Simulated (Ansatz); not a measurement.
**AlNi3: band structure with PBEsol**

AlNi3:

```xyz
4
Lattice="3.5231 0.0000 0.0000 0.0000 3.5231 0.0000 0.0000 0.0000 3.5231" Properties=species:S:1:pos:R:3 pbc="T T T"
Ni    1.7615    1.7615    0.0000
Ni    1.7615    0.0000    1.7615
Ni    0.0000    1.7615    1.7615
Al    0.0000    0.0000    0.0000
```

The cell is a database's computed one.

```
Program                             : Ansatz 0.2.0
Task                                : band structure
Functional                          : PBEsol
Potentials or basis                 : Ansatz PAW
Cutoff                              : 420 eV (not typed: the program's choice for these potentials)
k mesh                              : 8 × 8 × 8
Occupations                         : fermi-dirac, width 0.05 eV
Spin                                : collinear spin, ferromagnetic start
Starting moments                    : [1.0, 1.0, 1.0, 0.0] μB
Path                                : [["G", "X", "M", "G", "R", "X"], ["M", "R"]]
Points for each segment of the path : 14
```

```
Pressure               : -0.7 GPa
Band gap on the k mesh : none (metal or under the smearing width)
Net moment             : 0.66 μB per cell
Absolute moment        : 0.81 μB per cell
Site moments           : Ni +0.24; Al -0.01 μB
```

Levels at the corners of the path, in eV from the Fermi level:
Spin up:
| point | band 25 | band 26 | band 27 | band 28 | band 29 | band 30 | band 31 | band 32 | band 33 | band 34 |
| --- | --- | --- | --- | --- | --- | --- | --- | --- | --- | --- |
| Γ | -0.23 | -0.03 | -0.03 | -0.03 | 0.82 | 0.82 | 0.82 | 6.70 | 6.70 | 7.58 |
| X | -1.24 | -1.19 | -1.06 | -0.48 | -0.03 | 5.62 | 5.62 | 5.66 | 5.66 | 6.52 |
| M | -1.33 | -1.24 | -0.98 | -0.97 | -0.58 | 0.91 | 0.91 | 8.26 | 8.26 | 8.39 |
| Γ | -0.23 | -0.03 | -0.03 | -0.03 | 0.82 | 0.82 | 0.82 | 6.70 | 6.70 | 7.58 |
| R | -1.32 | -1.08 | -1.08 | -0.33 | -0.21 | -0.21 | -0.21 | 3.63 | 4.14 | 4.14 |
| X | -1.24 | -1.19 | -1.06 | -0.48 | -0.03 | 5.62 | 5.62 | 5.66 | 5.66 | 6.52 |
| M | -1.33 | -1.24 | -0.98 | -0.97 | -0.58 | 0.91 | 0.91 | 8.26 | 8.26 | 8.39 |
| R | -1.32 | -1.08 | -1.08 | -0.33 | -0.21 | -0.21 | -0.21 | 3.63 | 4.14 | 4.14 |
Spin down:
| point | band 26 | band 27 | band 28 | band 29 | band 30 | band 31 |
| --- | --- | --- | --- | --- | --- | --- |
| Γ | 0.35 | 0.35 | 0.35 | 0.80 | 0.80 | 0.80 |
| X | -0.97 | -0.84 | -0.29 | 0.35 | 5.67 | 5.67 |
| M | -1.11 | -0.79 | -0.63 | -0.45 | 1.17 | 1.17 |
| Γ | 0.35 | 0.35 | 0.35 | 0.80 | 0.80 | 0.80 |
| R | -0.90 | -0.90 | -0.34 | 0.12 | 0.12 | 0.12 |
| X | -0.97 | -0.84 | -0.29 | 0.35 | 5.67 | 5.67 |
| M | -1.11 | -0.79 | -0.63 | -0.45 | 1.17 | 1.17 |
| R | -0.90 | -0.90 | -0.34 | 0.12 | 0.12 | 0.12 |

Run time: 5.5 s on 2 threads of Intel(R) Xeon(R) Platinum 8488C (Sapphire Rapids) (shared host), peak memory 0.48 GiB.

Caveat: the PAW data sets come from PBE, with cores solved anew for the run's functional, which leaves a small shift of forces and pressure.
